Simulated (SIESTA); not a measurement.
## Zn in SIESTA: the effect of functional

Crystal: Zn.

```
Zn
1.0
     2.67000    0.00000    0.00000
    -1.33500    2.31229    0.00000
     0.00000    0.00000    4.96600
Zn
2
Direct
  0.66667 0.33333 0.75000
  0.33333 0.66667 0.25000
```

Alike in all runs:

- Program: SIESTA 5.4.2
- Task: single point
- Potentials or basis: PseudoDojo 0.4 standard (PBE files)
- Basis: DZP (energy shift 0.003 Ry; two zetas on semicore shells)
- Grid cutoff: 800 Ry
- Energy shift: 0.003 Ry
- k mesh: 11 × 11 × 6
- Occupations: fermi-dirac, width 0.05 eV
- Spin: no spin polarisation

| functional | pressure (GPa) |
| --- | --- |
| PBE | -4.1 |
| vdW-DF | 1.3 |
| vdW-DF2 | ? |
| optB88-vdW | -4.6 |
| vdW-DF-C09 | -8.5 |
| vdW-DF-cx | -7.1 |
| VV10 | -4.4 |

Problem. What does the run with functional vdW-DF2 give?

Solution. Pressure 2.9 GPa.

Caveats: short orbitals over semicore shells can move pressures by several GPa; the basis of atomic orbitals isn't converged, which shifts pressures, moduli and gaps; the potentials were made for another functional, which shifts forces and pressure (some runs); the non-local part is tabulated coarsely and may be off by about a percent (some runs).
